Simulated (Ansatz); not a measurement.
# One atom moved over a plane in AlRu

These are results of DFT PBEsol, scalar-relativistic, plane waves, PAW (Ansatz 0.2.0), not measurements. Cutoff 420 eV, Γ-centred 20×20×20 k-points, Gaussian smearing of 0.15 eV. No spin polarisation. Energies are free energies at this smearing, counted from the undisturbed cell; pressure is positive in compression.

Zero of the scan (relaxed at this level; it needn't be the usual structure):

```
CELL_PARAMETERS angstrom
2.97641 0.00000 0.00000
0.00000 2.97641 0.00000
0.00000 0.00000 2.97641
ATOMIC_POSITIONS crystal
Al 0.00000 0.00000 0.00000
Ru 0.50000 0.50000 0.50000
```

Atom 1 (Al) is moved by p along (0.707, 0.707, 0.000) and q along (0.000, 0.000, 1.000) (Å), all else fixed. Points are written (p, q).

Energy above the undisturbed cell in eV/cell (a dash: not computed):

| p \ q | -0.450 | -0.225 | 0.000 | 0.225 | 0.450 |
| --- | --- | --- | --- | --- | --- |
| -0.450 | 2.36 | 1.29 | ? | 1.29 | 2.36 |
| -0.225 | ? | 0.45 | 0.21 | 0.45 | ? |
| 0.000 | 0.79 | 0.20 | 0.00 | 0.20 | 0.79 |
| 0.225 | ? | 0.45 | 0.21 | 0.45 | ? |
| 0.450 | 2.36 | 1.29 | ? | 1.29 | 2.36 |

Task: Fill in the withheld energies.

Result: (-0.450, 0.000): 0.93; (-0.225, -0.450): 1.14; (-0.225, 0.450): 1.14; (0.225, -0.450): 1.14; (0.225, 0.450): 1.14; (0.450, 0.000): 0.93.